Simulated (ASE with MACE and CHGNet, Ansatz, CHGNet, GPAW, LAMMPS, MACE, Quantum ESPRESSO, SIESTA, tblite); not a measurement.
## Machine-learned potentials on glassy 68SiO2-14MgO-11ZnO-7BaO (mol %) (75 atoms): settings against a plane-wave reference

Wanted: machine-learned potentials inputs and outputs for glassy 68SiO2-14MgO-11ZnO-7BaO (mol %) (75 atoms), checked against a plane-wave reference.

Program: ASE with MACE and CHGNet. Level of theory: the method is named at each step. Results are calculated unless marked as measured.

### 1. Starting point

The cell holds 75 atoms: 19 Si, 4 Mg, 3 Zn, 2 Ba and 47 O. Cell: a = 10.675 Å, b = 10.675 Å, c = 10.675 Å, α = 90.0°, β = 90.0°, γ = 90.0°. 75 atoms (19 Si, 4 Mg, 3 Zn, 2 Ba, 47 O) placed at random at 2.53 g/cm³, melted at 4000 K for 10 ps at fixed volume with the Morse and Coulomb pair potential with partial charges (Pedone, Malavasi, Menziani, Cormack and Segre, J. Phys. Chem. B 110, 11780 (2006)). Quenched from 4000 K to 300 K at 25 K/ps and fixed volume, held 5 ps, then minimised at fixed cell.

The yardstick, on the same geometry:

```
method                                           : Kohn-Sham DFT, PBE, SSSP efficiency 1.3.0 pseudopotentials, plane waves (Quantum ESPRESSO 7.5); sssp-pbe-1.3.0-efficiency, cutoffs 60/480 Ry, Γ point
r.m.s. force component                           : 0.8484 eV/Å
longest force                                    : 2.977 eV/Å
pressure                                         : 0.5213 GPa
gap (highest filled to lowest empty level) : 2.283 eV
time                                             : 3.7 min on 4 MPI ranks of Arm Neoverse V1, shared host
CPU time                                         : 15 min
```

### 2. MACE MP-0b3 medium potential

Method: machine-learned interatomic potential MACE MP-0b3 medium, trained on PBE(+U) plane-wave data.

run.py reads:

```python
import numpy as np
from ase.io import read
import mlip  # loads the published weights by name

atoms = read("structure.xyz")
atoms.calc = mlip.calc("mace-mp-0b3-medium")
energy = atoms.get_potential_energy()
forces = atoms.get_forces()
print(f"energy {energy:.6f} eV")
print("forces (eV/A)")
for i, (a, f) in enumerate(zip(atoms, forces)):
    print(f"{i:4d} {a.symbol:2s} {f[0]:10.5f} {f[1]:10.5f} {f[2]:10.5f}")
stress = -atoms.get_stress(voigt=False) * 160.21766
print("stress (GPa, compression positive)")
for row in stress:
    print(" ".join(f"{x:10.4f}" for x in row))
```

structure.xyz reads:

```xyz
75
Lattice="10.67530 0.00000 0.00000 0.00000 10.67530 0.00000 0.00000 0.00000 10.67530" Properties=species:S:1:pos:R:3 pbc="T T T"
Si 3.56342 9.52013 4.23916
Si 3.74714 4.18931 1.37306
Si 8.95754 3.20793 0.20689
Si 9.42640 6.08150 9.51340
Si 7.96858 1.98230 5.92810
Si 2.45062 9.88255 8.81139
Si 1.18432 10.58456 5.97432
Si 8.78929 9.63958 5.80267
Si 3.57868 6.27387 3.73273
Si 9.47219 8.24624 1.17556
Si 7.30361 7.61853 7.68547
Si 6.55890 9.40259 1.80744
Si 7.77162 1.12838 8.94836
Si 0.30382 2.88820 5.41430
Si 3.80681 4.42278 8.97633
Si 1.68905 6.78309 8.41534
Si 9.24150 7.05296 4.00900
Si 1.07436 5.82914 5.57646
Si 5.60048 9.50657 9.52514
Mg 7.64031 4.07796 3.36517
Mg 5.76701 5.05967 6.16659
Mg 6.38682 7.22953 4.47829
Mg 10.51400 0.25450 10.38216
Zn 0.53921 3.14366 1.98112
Zn 4.98964 1.30922 2.55983
Zn 1.74637 2.28377 10.23324
Ba 2.64747 8.60600 1.16105
Ba 4.52868 1.48803 6.94620
O 10.59822 9.27299 0.77492
O 3.44535 7.92321 3.74511
O 0.34481 3.07780 3.85400
O 2.93421 3.06467 8.91035
O 7.46983 1.81662 7.48798
O 4.62027 3.15679 2.16890
O 9.46066 2.58054 5.89084
O 9.16058 0.39050 8.97216
O 10.36497 10.00457 5.99407
O 7.03065 2.96368 5.10717
O 1.14557 1.53874 5.80886
O 4.85182 4.37047 7.78357
O 10.45144 2.36650 0.27905
O 5.56493 9.21342 0.42883
O 8.35385 6.62851 8.43840
O 2.26797 3.51762 1.13094
O 0.81346 4.29595 6.06058
O 6.51642 0.24009 2.17904
O 6.51748 0.13376 9.22880
O 2.24523 5.78868 4.48544
O 1.56084 6.75330 6.81330
O 0.27126 6.28423 8.96544
O 4.54821 9.81071 5.40352
O 10.41034 6.43785 4.93434
O 2.83974 5.75196 8.83488
O 4.86997 5.82882 4.51224
O 1.98016 10.31490 7.36372
O 8.04309 6.01329 3.87716
[... 15 atom lines left out ...]
O 7.93623 2.27000 10.08997
O 4.31261 4.49398 10.54357
O 9.21428 4.56519 10.01204
O 3.77489 10.47941 2.97595
```

On the command line:

```bash
> OMP_NUM_THREADS=1 python run.py > output.txt
```

The program printed:

```text
energy -542.721327 eV
forces (eV/A)
   0 Si   -0.32207    0.30131    0.67533
   1 Si   -0.83976    0.09787   -0.66875
   2 Si    0.72029    0.20264   -0.62685
   3 Si    0.40255    0.77934    0.50687
   4 Si    1.83650   -1.39462    0.83233
   5 Si   -0.05586   -1.11995   -0.38162
   6 Si   -0.47993    0.36767   -0.78082
   7 Si    0.52766   -0.14995    0.07047
   8 Si   -0.92198    0.20544    0.03615
   9 Si   -1.17709   -0.23929    0.43573
  10 Si    0.98152    0.85777    0.37754
  11 Si    0.46958   -1.10789   -0.41116
  12 Si    1.38769   -0.34150    0.13547
  13 Si   -0.39954   -0.21438   -0.63289
  14 Si   -1.03912    0.07490    0.81835
  15 Si   -0.13471   -0.75934   -0.23625
  16 Si    0.65024    0.65488    0.06580
  17 Si   -0.06649   -0.41378   -0.03843
  18 Si    1.08406    0.14542    0.21189
  19 Mg    0.69358   -0.10213   -0.18113
  20 Mg   -0.42661    0.26479    0.74537
  21 Mg    0.27100    0.79260   -0.51776
  22 Mg   -1.01151   -0.43424   -0.26364
  23 Zn    0.04620    0.19098    1.21758
[...]
67 O     0.00538    0.42919    0.71232
  68 O    -0.13023    0.49737   -0.42899
  69 O    -0.09070    0.81162   -0.49034
  70 O    -0.60416    0.32994   -0.29861
  71 O    -1.47026    0.41232    0.14055
  72 O     0.88681    0.73782    0.23907
  73 O    -0.01506   -0.00073   -0.61904
  74 O    -0.61322    0.26400   -1.89423
stress (GPa, compression positive)
    1.4730     0.7886     0.1492
    0.7886    -1.9683    -0.4572
    0.1492    -0.4572     2.2104
```

Run time: 8.9 s. Hardware: 1 thread of Arm Neoverse V1, shared host; peak memory 0.92 GiB.

Banners, paths, timers and routine set-up lines are dropped from the logs unmarked, and long logs keep their key lines alone; longer cuts are marked.

Compared with the plane-wave run:

```yaml
r_m_s_force_component: 0.7922 eV/Å
r_m_s_difference_of_force_components: 107.7 meV/Å
longest_difference_of_force_vectors: 521.3 meV/Å
force_difference_over_r_m_s_force: 12.69 %
slope_of_forces_against_the_reference_s: 0.9279
correlation_of_force_components: 0.9937
pressure: 0.5717 GPa
pressure_difference: 0.0504 GPa
```

Length of the force difference by element (eV/Å):

```tsv
element	atoms	mean	most
Ba	2	0.19	0.24
Mg	4	0.23	0.28
O	47	0.13	0.37
Si	19	0.19	0.52
Zn	3	0.28	0.34
```

The surroundings of Ba28, one of the 2 Ba atoms, nearest first, numbered as they follow in the input and with coordinates relative to it.

```tsv
atom	x	y	z	distance (Å)	Fx	Fy	Fz (eV/Å)
Ba28	0.00	0.00	0.00	0.00	-0.12	-0.25	-0.02
O51	0.02	-2.35	-1.54	2.81	1.58	0.63	1.96
O32	-1.59	1.58	1.96	2.98	-0.69	-1.66	-0.51
O33	2.94	0.33	0.54	3.01	-1.33	0.79	-0.11
O40	0.32	2.88	0.84	3.02	1.38	-0.20	-1.55
O65	-0.46	-2.30	2.08	3.13	0.07	0.36	-0.29
O55	-2.55	-1.85	0.42	3.18	0.49	0.50	-0.31
O47	1.99	-1.35	2.28	3.32	-1.07	0.68	-0.29
O38	2.50	1.48	-1.84	3.44	-1.55	1.50	-1.09
```

Atoms are counted from 1 here, from 0 in the log.

Forces lie 13 % from the reference's, at 0.0099 times its CPU time (on 1 against 4 cores).

### 3. MACE MP-0b2 small potential

Method: machine-learned interatomic potential MACE MP-0b2 small, trained on PBE(+U) plane-wave data.

Edit run.py of step 2 so:

```diff
@@ -5,3 +5,3 @@
 atoms = read("structure.xyz")
-atoms.calc = mlip.calc("mace-mp-0b3-medium")
+atoms.calc = mlip.calc("mace-mp-0b2-small")
 energy = atoms.get_potential_energy()
```

structure.xyz is that of step 2.

The program printed:

```text
energy -543.128914 eV
forces (eV/A)
   0 Si   -0.35062    0.39309    0.69634
   1 Si   -0.81389    0.15020   -0.68530
   2 Si    0.64013    0.21341   -0.56219
   3 Si    0.38965    0.78351    0.54015
   4 Si    1.70617   -1.40319    0.72193
   5 Si   -0.17436   -0.99300   -0.24047
   6 Si   -0.55915    0.49693   -0.70593
   7 Si    0.49778   -0.21606    0.14673
   8 Si   -0.82885    0.11387   -0.01941
   9 Si   -1.06772   -0.32302    0.51844
  10 Si    0.95824    0.87778    0.23496
  11 Si    0.58035   -0.90520   -0.57507
  12 Si    1.56155   -0.33788    0.16849
  13 Si   -0.32746   -0.25788   -0.41332
  14 Si   -0.86261    0.15039    0.88062
  15 Si   -0.16889   -0.77747   -0.17451
  16 Si    0.68286    0.68878   -0.06171
  17 Si   -0.09872   -0.48314   -0.09361
  18 Si    1.07784    0.03606    0.19164
  19 Mg    0.66932    0.00599   -0.25094
  20 Mg   -0.47364    0.29165    0.62272
  21 Mg    0.28788    0.65560   -0.49442
  22 Mg   -1.04610   -0.35675   -0.31218
  23 Zn    0.00814    0.23014    1.50670
[...]
67 O     0.00900    0.43793    0.75970
  68 O    -0.23645    0.49557   -0.41248
  69 O    -0.11081    0.78400   -0.50168
  70 O    -0.64021    0.36905   -0.30535
  71 O    -1.48800    0.46751    0.14785
  72 O     0.77485    0.68803    0.11203
  73 O     0.00634    0.01314   -0.70207
  74 O    -0.67120    0.16894   -1.83547
stress (GPa, compression positive)
    1.5765     0.7674     0.0776
    0.7674    -1.9654    -0.6056
    0.0776    -0.6056     2.3583
```

Elapsed: 7.4 s, on 1 thread; peak memory 0.66 GiB.

Numbers from this run, and their distance from the reference:

```yaml
r_m_s_force_component: 0.7874 eV/Å
r_m_s_difference_of_force_components: 128.4 meV/Å
longest_difference_of_force_vectors: 536.6 meV/Å
force_difference_over_r_m_s_force: 15.14 %
slope_of_forces_against_the_reference_s: 0.9193
correlation_of_force_components: 0.9904
pressure: 0.6565 GPa
pressure_difference: 0.1352 GPa
```

Against the first run (13 %), the force difference from the reference is 15 %, at 0.80 times the CPU time.

### 4. CHGNet r2SCAN potential

Method: machine-learned interatomic potential CHGNet r2SCAN, trained on r2SCAN plane-wave data.

Edit run.py of step 3 so:

```diff
@@ -5,3 +5,3 @@
 atoms = read("structure.xyz")
-atoms.calc = mlip.calc("mace-mp-0b2-small")
+atoms.calc = mlip.calc("chgnet-r2scan")
 energy = atoms.get_potential_energy()
```

structure.xyz is that of step 3.

The program printed:

```text
CHGNet vr2scan initialized with 412,525 parameters
CHGNet will run on cpu
energy -756.905823 eV
forces (eV/A)
   0 Si   -0.25763    0.21503    0.54847
   1 Si   -0.50566    0.08703   -0.48238
   2 Si    0.76731    0.16287   -0.41095
   3 Si    0.39548    0.58004    0.53841
   4 Si    1.42985   -1.01614    0.60513
   5 Si    0.00496   -0.72214   -0.11887
   6 Si   -0.31175    0.39183   -0.81825
   7 Si    0.26874   -0.18045    0.14218
   8 Si   -0.75662    0.23546   -0.07584
   9 Si   -1.05739   -0.26491    0.42094
  10 Si    0.88630    0.82754    0.17715
  11 Si    0.42598   -0.88972   -0.44506
  12 Si    1.22248   -0.37816   -0.05291
  13 Si   -0.45730   -0.22454   -0.54724
  14 Si   -0.79075    0.24249    0.96059
  15 Si   -0.10625   -0.70992   -0.11609
  16 Si    0.53781    0.62969   -0.04908
  17 Si    0.02314   -0.37175   -0.14368
  18 Si    1.00698    0.11530    0.27375
  19 Mg    0.66021    0.06244   -0.13924
  20 Mg   -0.39113    0.18952    0.46289
  21 Mg    0.08544    0.58477   -0.61234
  22 Mg   -0.82363   -0.17247   -0.28013
  23 Zn    0.09450    0.08664    1.03529
[...]
67 O     0.08203    0.29259    0.45226
  68 O    -0.04576    0.20954   -0.28661
  69 O    -0.02629    0.46399   -0.28389
  70 O    -0.36384    0.31146   -0.14464
  71 O    -0.92337    0.38729    0.12746
  72 O     0.48763    0.47291    0.02427
  73 O    -0.04842    0.14208   -0.56816
  74 O    -0.39215    0.26862   -1.43028
stress (GPa, compression positive)
   -2.0358     0.5175     0.2036
    0.5175    -4.8925    -0.3478
    0.2036    -0.3478    -1.5685
```

Run time: 4 s. Hardware: 1 thread; peak memory 0.89 GiB.

Compared with the plane-wave run:

| Quantity | Value |
| --- | --- |
| r.m.s. force component | 0.5959 eV/Å |
| r.m.s. difference of force components | 284.8 meV/Å |
| longest difference of force vectors | 1053 meV/Å |
| force difference over r.m.s. force | 33.57 % |
| slope of forces against the reference's | 0.6904 |
| correlation of force components | 0.9828 |
| pressure | -2.832 GPa |
| pressure difference | -3.354 GPa |

Against the first run (13 %), the force difference from the reference is 34 %, at 0.44 times the CPU time; this potential was trained at another functional than the reference's, which explains only part of so large a difference.

### 5. Side by side

Differences are against the plane-wave reference, forces as r.m.s. over components; share is that over the reference's r.m.s. force, slope the least-squares factor from reference forces to these. Total energies of different programs have different zeros and aren't compared.

```tsv
run	Δ force, r.m.s. (meV/Å)	share (%)	slope	Δ pressure (GPa)	cores	CPU time	memory (GiB)
reference	-	-	-	-	4	15 min	3.8
MACE MP-0b3 medium potential	108	12.7	0.928	0.0504	1	8.9 s	0.92
MACE MP-0b2 small potential	128	15.1	0.919	0.135	1	7.1 s	0.66
CHGNet r2SCAN potential	285	33.6	0.690	-3.35	1	3.9 s	0.89
```

Times of the machine-learned potentials are mostly Python's start and the loading of weights.

CPU time is summed over cores on a shared host, where runs went side by side, so it is rough. Symmetry, cutoffs, thresholds, outputs and thread counts weren't matched or tuned between programs; memory under MPI is the largest rank's times the ranks.

### 6. Summary of results

```yaml
nearest_in_forces: MACE MP-0b3 medium potential, 13 %
its_cpu_time: 8.9 s
```

What this shows: Machine-learned potentials differ by 13 % (MACE MP-0b3 medium potential) to 34 % (CHGNet r2SCAN potential); they were trained on other programs' data, some at another functional. The reference's pressure holds the uncorrected Pulay stress of its 60 Ry basis, so small pressure differences, and their order, may be the reference's own error. Machine-learned potentials mimic data converged in k, so the reference's own k-point error enters their differences. The quench rate of 25 K/ps is many orders above laboratory rates, so the cell is likely richer in defects and strain than a real sample. The network of bonds at the start is that of the classical potential that made the cell, and needn't be the one that DFT or experiment would give. The reference's stress is far from hydrostatic: its diagonal is 1.5, -2.2, 2.2 GPa, compression counted positive. The electronic-structure runs sample only Γ, in a cell whose shortest periodic width is 11 Å. Spin–orbit coupling is left out, which matters for the levels of the heavy elements.

[Also dropped from logs without a mark: logging warnings of Python, and SIESTA's first energy breakdown and zero terms.]

[Logs are printed without paths, hosts, clocks, repeated set-up lines and the standing remarks that a program may print on its own settings, such as how far it seeks lower states.]

[Hosts, paths, dates, database ids (printed as entryN), source tags and the programs' standing remarks are cut or masked in the printed files.]
